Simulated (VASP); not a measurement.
**BN under changes of volume**

One of the cells (6.088 Å³/atom); the others are scaled copies at fixed shape and fractional positions:

```
CELL_PARAMETERS angstrom
2.57085 0.00000 0.00000
-1.28543 2.22642 0.00000
0.00000 0.00000 4.25485
ATOMIC_POSITIONS crystal
N 0.33333 0.66667 0.12528
N 0.66667 0.33333 0.62528
B 0.33333 0.66667 0.49972
B 0.66667 0.33333 0.99972
```

Measurements of this composition are mostly on another form, of space group No. 194.

| Property | Result |
| --- | --- |
| Program | VASP 6.6.1 |
| Functional | PBEsol |
| Potentials or basis | VASP PAW PBE potentials, release 64 (N, B) |
| Cutoff | 520 eV |
| k mesh | 12 × 12 × 6 |
| Occupations | fermi-dirac, width 0.05 eV |
| Spin | no spin polarisation |

```csv
volume (Å³/atom),energy over the lowest point (meV/atom),pressure (GPa),gap on the mesh (eV),largest force (eV/Å)
5.611,16.78,20.2,4.86,0.040
5.730,?,?,?,?
5.850,0.00,2.4,4.94,0.006
6.088,7.40,-12.4,5.00,0.025
6.208,18.83,-18.8,5.03,0.039
6.327,34.80,-24.6,5.05,0.052
```

Task: What does the run at 5.730 Å³/atom give?

Result: Energy over the lowest point 5.08 meV/atom; pressure 10.8 GPa; gap on the mesh 4.90 eV; largest force 0.022 eV/Å.

Worked out: A Birch-Murnaghan fit of order 3 (a polynomial in V^(-2/3)) to the other rows has its minimum at 5.89 Å³/atom with B0 = V·E''(V) = 387 GPa and B' = 3.7 at fixed shape and positions, which overstates the stiffness. It gives 5.11 meV/atom at 5.730 Å³/atom, against the run's 5.08, and -dE/dV = 11.1 GPa, against 10.8. A straight line through the other rows of the gap, of slope 1.59 eV per unit of ln V, gives 4.90 eV, against the run's 4.90.

Energies are extrapolated to zero smearing.

Caveats: the PAW data sets were made with another functional, which shifts forces and pressure a little.

A mesh can miss the band edges.
